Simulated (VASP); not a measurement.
Runs of VASP 6.6.1 on Pd. The structure is hexagonal, space group P6_3/mmc (No. 194). The conventional cell has a = 2.750 Å, b = 2.750 Å, c = 4.490 Å, α = 90.00°, β = 90.00°, γ = 120.00°. Pd (site symmetry -6m2) is surrounded by 12 Pd at 2.75 Å. This isn't the form of Pd at room conditions, which is fcc.

```tsv
task	level	potentials or basis	cell	k mesh	cutoff (eV)	mesh quality	gap on the mesh (eV)	pressure (GPa)	relaxed volume (Å³/atom)
relaxation of cell and atoms	PBEsol	VASP PAW PBE potentials, release 64 (Pd)	relaxed	18 × 18 × 10	300	not flagged	none	0.0	14.58
relaxation of cell and atoms	PBEsol	VASP PAW PBE potentials, release 64 (Pd)	relaxed	18 × 18 × 10	580	not flagged	none	0.0	14.59
relaxation of cell and atoms	LDA	VASP PAW LDA potentials, release 64 (Pd)	relaxed	18 × 18 × 10	600	not flagged	none	0.0	(a)
relaxation of cell and atoms	PBEsol	VASP PAW PBE potentials, release 64 (Pd)	relaxed	6 × 6 × 4	600	coarse	none	0.0	14.55
relaxation of cell and atoms	PBEsol	VASP PAW PBE potentials, release 64 (Pd)	relaxed	18 × 18 × 10	600	not flagged	none	0.0	14.59
single point	PBEsol	VASP PAW PBE potentials, release 64 (Pd)	as given	18 × 18 × 10	520	not flagged	none	(b)	-
relaxation of cell and atoms	RPBE	VASP PAW PBE potentials, release 64 (Pd)	relaxed	18 × 18 × 10	600	not flagged	none	0.0	15.81
```

Alike in all rows: no spin polarisation; smearing gaussian 0.1 eV.

**Question.** Fill in the values left out.

**Answer.** (a) 14.23; (b) -1.3.

Caveats: some runs use coarse meshes; the PAW data sets were made with another functional, which shifts forces and pressure a little (some runs); the cutoff is under 1.25 times the usual one of these potentials, so pressure, stress and relaxed cells hold a basis-set (Pulay) error (some runs).

A k mesh can miss the band edges, and the runs leave out spin-orbit coupling on Pd.

A gap of «none» marks a metal or a gap under the smearing width.

Runs at the PBE level aren't shown here.
